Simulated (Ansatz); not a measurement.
# Force difference against the spacing of support functions in SnP3(010) slab with F (97 atoms)

The cell holds 97 atoms: 24 Sn, 72 P and 1 F. Cell: a = 14.757 Å, b = 10.512 Å, c = 28.602 Å, α = 90.0°, β = 90.0°, γ = 90.0°. It derives from SnP3 (R-3m, COD entry). R-3m (COD entry) SnP3 (cell 7.378, 7.378, 10.51, 90, 90, 120), (010) slab of 2 repeat layers, 2 x 1 surface cells, 16 Å of vacuum; 1 F on top sites; displaced by a Gaussian of 0.03 Å. Regions: slab, 96 atoms (24 Sn and 72 P); F adsorbates, 1 atom (1 F). Vacuum lies along c.

Calculated with Ansatz 0.2.0: Kohn-Sham DFT, PBE+D3(BJ), PAW (set soft_2), localised support functions (medium), with the spacing typed; the reference is Kohn-Sham DFT, PBE+D3(BJ), PAW (set soft_2), plane waves, cutoff 420 eV, Γ point, fermi-dirac smearing of 0.05 eV, with an r.m.s. force component of 0.613 eV/Å.

| spacing (Å) | r.m.s. force difference (meV/Å) | time |
| --- | --- | --- |
| 0.209 | 0.623 | 7.1 min |
| 0.236 | ? | ? |
| 0.272 | 2.107 | 5.4 min |
| 0.327 | 6.519 | 5.4 min |

Task: Fit a power law of the spacing to the rows given and interpolate to the withheld row.

Worked fit:

A power law y = A x^b is a line in u = ln x and v = ln y.

```
u = ln x   v = ln y
-1.56542  -0.473209
-1.30195   0.745265
-1.11780    1.87472
```

With n = 3: mean u = -1.32839, mean v = 0.715592, Σ(u − ū)² = 0.10123, Σ(u − ū)(v − v̄) = 0.52667. Slope b = 0.52667 / 0.10123 = 5.2026; intercept a = v̄ − b ū = 7.6267.

At the withheld row u = -1.444, v = a + b u = 0.1145, and y = exp(v).

Prediction at 0.236: 1.121 meV/Å. The run gave 0.688 meV/Å, so the fit is high by 0.43 meV/Å (63 % of the value).

The fitted exponent is 5.2. Between neighbouring rows, the withheld one included, the exponents are 0.82, 7.9 and 6.1, so one power law doesn't hold over the range: the values level off at a floor. Among the rows given, the largest relative miss of the fit is at 0.272, by 0.24 meV/Å (11 %).

Limits: The difference holds the reference's own basis error, which sets a floor under it.

[Logs are printed without paths, hosts, clocks, repeated set-up lines and the standing remarks that a program may print on its own settings, such as how far it seeks lower states.]

[Hosts, paths, dates, database ids (printed as entryN), source tags and the programs' standing remarks are cut or masked in the printed files.]
